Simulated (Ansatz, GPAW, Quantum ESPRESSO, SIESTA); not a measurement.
## One calculation of NbAs, 4 ways

```
Nb As
1.0
    -1.72585    1.72585    5.84000
     1.72585   -1.72585    5.84000
     1.72585    1.72585   -5.84000
Nb As
2 2
Cartesian
  0.0091 1.7612 -0.0442
  0.0269 -0.0027 8.7819
  0.0417 1.6723 4.7763
  0.0216 -0.0147 1.9139
```

Atoms were shifted at random by some hundredths of an Å from the given cell, which wasn't relaxed again for these runs.

Alike in all runs: task single point; functional PBEsol; k mesh 11 × 11 × 11; occupations fermi-dirac, width 0.05 eV; no spin polarisation; no spin-orbit coupling. Pressure is positive in compression and, in plane waves, holds the error of the finite cutoff.

| program and potentials | plane-wave cutoff (eV) | notes | pressure (GPa) | largest force (eV/Å) |
| --- | --- | --- | --- | --- |
| SIESTA, files PseudoDojo sr-pbesol-0.4.1-standard, DZP (energy shift 0.003 Ry; two zetas on semicore shells) | - | atomic basis; 14 valence electrons an atom on average | 1.39 | 1.654 |
| Ansatz, all-electron LAPW, scalar-relativistic | - | - | -1.45 | 1.499 |
| Quantum ESPRESSO, GBRV 1.5 PBEsol | 612 | 9 valence electrons an atom on average | ? | ? |
| GPAW, PAW data sets generated for this functional | 600 | 9 valence electrons an atom on average | -1.66 | 1.501 |

Task: Estimate from the other rows what the run with Quantum ESPRESSO, GBRV 1.5 PBEsol gave.

Result: Pressure -1.04 GPa; largest force 1.518 eV/Å. The other rows, which needn't bracket it: pressure -1.66 to 1.39; largest force 1.499 to 1.654.
